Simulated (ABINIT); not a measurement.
Crystal: HgTe (Coloradoite).

```xyz
2
Lattice="0.0000 3.2145 3.2145 3.2145 0.0000 3.2145 3.2145 3.2145 0.0000" Properties=species:S:1:pos:R:3 pbc="T T T"
Hg    0.0000    0.0000    0.0000
Te    4.8217    4.8217    4.8217
```

Base run:

- Program: ABINIT 10.8.3 (patched build)
- Functional: AM05
- Potentials or basis: JTH PAW PBE v2.0
- Cutoff: 626 eV
- k mesh: 7 × 7 × 7
- Occupations: fermi-dirac, width 0.05 eV
- Spin: no spin polarisation

Its results: band gap on the k mesh none (metal or under the smearing width); pressure 2.5 GPa.

Task: After a change of settings the same cell gave: band gap on the k mesh none (metal or under the smearing width); pressure 4.8 GPa. Which change was it?
A. functional from AM05 to PBE
B. functional from AM05 to BLYP
C. functional from AM05 to PBEsol
D. functional from AM05 to RPBE

Result: A.

PBE binds less tightly than AM05, so the same cell stands under more pressure.

Caveats: the PAW data sets were made with another functional, which shifts forces and pressure a little (some runs).
